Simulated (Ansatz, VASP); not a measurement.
**Two plane-wave programs on WC**

The input INCAR:

```
PREC     = Accurate       # precision mode
ENCUT    = 520            # plane-wave cutoff, eV
EDIFF    = 1E-6           # SCF threshold, eV
ISMEAR   = 1              # smearing method
SIGMA    = 0.1            # smearing width, eV
LREAL    = F              # projectors in reciprocal space
LASPH    = T              # aspherical terms in the spheres
NELM     = 100            # most SCF steps
ALGO     = Normal         # electronic algorithm
ISIF     = 2              # what is computed and relaxed
LWAVE    = F              # write WAVECAR
LCHARG   = F              # write CHGCAR
GGA      = PS             # functional
NBANDS   = 16             # bands
```

The input KPOINTS:

```
regular mesh
0
Gamma
  6 6 6
```

Contents of POSCAR:

```
WC
1.0
    0.0000000000      2.1926840000      2.1926840000
    2.1926840000      0.0000000000      2.1926840000
    2.1926840000      2.1926840000      0.0000000000
W C
1 1
Direct
   -0.0544302022      0.0163039861      0.0379907735
    0.4434982062      0.5167982702      0.5427474414
```

Input for Ansatz:

```yaml
crystal:
  lattice:
    - [0.0, 2.192684, 2.192684]
    - [2.192684, 0.0, 2.192684]
    - [2.192684, 2.192684, 0.0]
  atoms:
    - { symbol: W, position: [-0.05443020220325858, 0.016303986130365287, 0.03799077352623408] }
    - { symbol: C, position: [0.4434982061598015, 0.5167982701875, 0.5427474413808498] }
basis:
  ecutwfc: 420.0
kpoints:
  mp_grid:
    grid: [6, 6, 6]
hamiltonian:
  xc: pbesol
  pseudopotentials:
    kind: paw
scf:
  occupations:
    method: methfessel_paxton
    width: 0.1
output:
  forces: true
```

The cell comes from a database or a generator and needn't be the stable form of this composition.

Alike in both runs: task single point; functional PBEsol; k mesh 6 × 6 × 6; occupations methfessel-paxton of order 1, width 0.1 eV; no spin polarisation.

|  | VASP | Ansatz |
| --- | --- | --- |
| version | VASP 6.6.1 | Ansatz 0.2.0 |
| potentials or method | VASP PAW PBE potentials, release 64 (W_sv, C) | plane waves, PAW |
| plane-wave cutoff (eV) | 520 | 420 |
| valence electrons in the cell | 18 | 18 |

```csv
,VASP,Ansatz,Ansatz less VASP
rms of the force components (eV/Å),0.058,0.058,-0.0007
```

Atom by atom the forces differ by 0.001 eV/Å (rms over components). The functional is the same, so the differences come from potentials, cutoffs and numerics.

Caveats: the k mesh is coarse (spacing up to 0.41 Å⁻¹), so the values aren't converged; the PAW data sets were made with another functional, which shifts forces and pressure a little (VASP). Spin-orbit coupling is left out, which matters for the levels of W.
